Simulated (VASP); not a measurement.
**ZnO: band structure with LDA**

ZnO:

```
Zn O
1.0
     3.28797    0.00000    0.00000
    -1.64398    2.84746    0.00000
     0.00000    0.00000    7.13044
Zn O
2 2
Direct
  0.00000 0.00000 0.25000
  0.00000 0.00000 0.75000
  0.66667 0.33333 0.75000
  0.33333 0.66667 0.25000
```

Measurements of this composition are mostly on another form, of space group No. 186.

```yaml
Program: VASP 6.6.1
Task: band structure
Functional: LDA
Potentials_or_basis: VASP PAW LDA potentials, release 64 (Zn, O)
Cutoff: 520 eV
k_mesh: 10 × 10 × 4
Occupations: gaussian, width 0.02 eV
Spin: no spin polarisation
Ladder: gaps
Further_INCAR_settings: ALGO = Fast; EDIFF = 1e-07
```

The band gap on the k mesh is 0.76 eV, direct. The band gap along the path is 0.76 eV, direct.

Levels at the corners of the path, in eV from the valence-band top:
| point | band 16 | band 17 | band 18 | band 19 | band 20 | band 21 |
| --- | --- | --- | --- | --- | --- | --- |
| Γ | -0.01 | 0.00 | 0.00 | 0.76 | 3.31 | 5.07 |
| M | -1.80 | -0.87 | -0.86 | 4.77 | 5.42 | 6.10 |
| M | -1.80 | -0.87 | -0.86 | 4.77 | 5.42 | 6.10 |
| K | -3.36 | -0.66 | -0.66 | 4.92 | 6.29 | 8.52 |
| K | -3.36 | -0.66 | -0.66 | 4.92 | 6.29 | 8.52 |
| Γ | -0.01 | 0.00 | 0.00 | 0.76 | 3.31 | 5.07 |
| Γ | -0.01 | 0.00 | 0.00 | 0.76 | 3.31 | 5.07 |
| A | 0.00 | 0.00 | 0.00 | 1.89 | 1.89 | 7.14 |
| A | 0.00 | 0.00 | 0.00 | 1.89 | 1.89 | 7.14 |
| L | -1.84 | -0.83 | -0.83 | 4.91 | 4.91 | 7.52 |
| L | -1.84 | -0.83 | -0.83 | 4.91 | 4.91 | 7.52 |
| H | -3.69 | -0.65 | -0.65 | 5.70 | 5.70 | 9.01 |
| H | -3.69 | -0.65 | -0.65 | 5.70 | 5.70 | 9.01 |
| A | 0.00 | 0.00 | 0.00 | 1.89 | 1.89 | 7.14 |
| L | -1.84 | -0.83 | -0.83 | 4.91 | 4.91 | 7.52 |
| M | -1.80 | -0.87 | -0.86 | 4.77 | 5.42 | 6.10 |
| K | -3.36 | -0.66 | -0.66 | 4.92 | 6.29 | 8.52 |
| H | -3.69 | -0.65 | -0.65 | 5.70 | 5.70 | 9.01 |

It took 64 s on 1 thread of Intel(R) Xeon(R) 6975P-C (Granite Rapids), on a shared host, peak memory 0.27 GiB.

Caveat: the log is that of the step along the path at fixed density, whose energy, stress, charges and moments have no meaning.
